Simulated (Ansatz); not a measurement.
Runs of Ansatz 0.2.0 on CoO. Symmetry: Fm-3m, No. 225, cubic system. The conventional cell has a = 4.263 Å, b = 4.263 Å, c = 4.263 Å, α = 90.00°, β = 90.00°, γ = 90.00°. Co (site symmetry m-3m) has 6 O at 2.13 Å as nearest neighbours. Around O (site symmetry m-3m) lie 6 Co at 2.13 Å. 

```tsv
task	level	cell	cutoff (eV)	pressure (GPa)	moment (μB)	relaxed volume (Å³/atom)
band structure	PBEsol	as given	360	-10.8	(a)	-
relaxation of cell and atoms	PBEsol	relaxed	-	0.0	2.80	9.07
band structure	LDA	as given	359	(b)	2.88	-
relaxation of cell and atoms	BLYP+D3(BJ)	relaxed	-	0.0	2.80	9.65
```

Alike in all rows: potentials or basis all-electron LAPW, scalar-relativistic; spin collinear, ferromagnetic start; k mesh 11 × 11 × 11; smearing fermi-dirac 0.05 eV; basis error allowed 0.001 eV/atom.

Q: Fill in the values left out.

A: (a) 2.96; (b) -19.3.

Caveats: a cell with one magnetic atom can't hold antiferromagnetic order, which such compounds often take; so large a pressure means that the cell lies far from this level's equilibrium, or that cutoff or potentials fall short (some runs).

Runs at the PBE level aren't shown here.
